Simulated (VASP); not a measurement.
Base run

VASP input. INCAR
```
ISMEAR = -1
SIGMA = 0.05
ISIF = 2
LHFCALC = .TRUE.
GGA = PE
HFSCREEN = 0.20787
NBANDS = 14
LASPH = .TRUE.
LMAXMIX = 4
NELM = 60
LREAL = .FALSE.
EDIFF = 1E-8
ALGO = Normal
PREC = Accurate
ENCUT = 313.4
ISTART = 1
ICHARG = 0
NELMIN = 4
```

KPOINTS
```
mesh
0
Gamma
4 4 4
0 0 0
```

POSCAR
```
SnTe
1.0
     0.000000    3.205000    3.205000
     3.205000    0.000000    3.205000
     3.205000    3.205000    0.000000
Sn Te
1 1
Direct
  0.005404 0.005404 0.005404
  0.500000 0.500000 0.500000
```

Potentials (PBE.64), in the order of POSCAR: Sn_d Te

The WAVECAR comes from an earlier, cheaper step on the same cell.

VASP prints the stress at a fixed plane-wave basis, so it holds the Pulay stress of this cutoff.

It gives a pressure of -1.46 GPa and an rms force of 0.129 eV/Å, with a gap of 0.27 eV on the mesh.

Problem. What changes with LREAL = Auto in place of reciprocal-space projectors?

Solution. The pressure goes up by 0.06 GPa, the forces move by 0.5 meV/Å (rms), and the free energy changes by -0.53 meV/atom.

Problem. What changes with PRECFOCK = Fast?

Solution. The pressure stays the same within 0.01 GPa, the forces move by 0.0 meV/Å (rms), and the free energy changes by +0.29 meV/atom.

Problem. What changes with HFRCUT = -1?

Solution. The pressure stays the same within 0.01 GPa, the forces move by 0.0 meV/Å (rms), and the free energy changes by +0.03 meV/atom.

The k-mesh is coarse, so these values belong to this mesh and can lie far from the converged ones. Where the force pushes the moved atom further off its site, the soft mode may be real or faked by the k-mesh. A gap read on the mesh is an upper bound of this method's gap, since the mesh can miss a band edge. Spin–orbit coupling is left out; with heavy elements it can shift the gap and split levels by tenths of an eV. Potentials made with PBE were used with another functional.
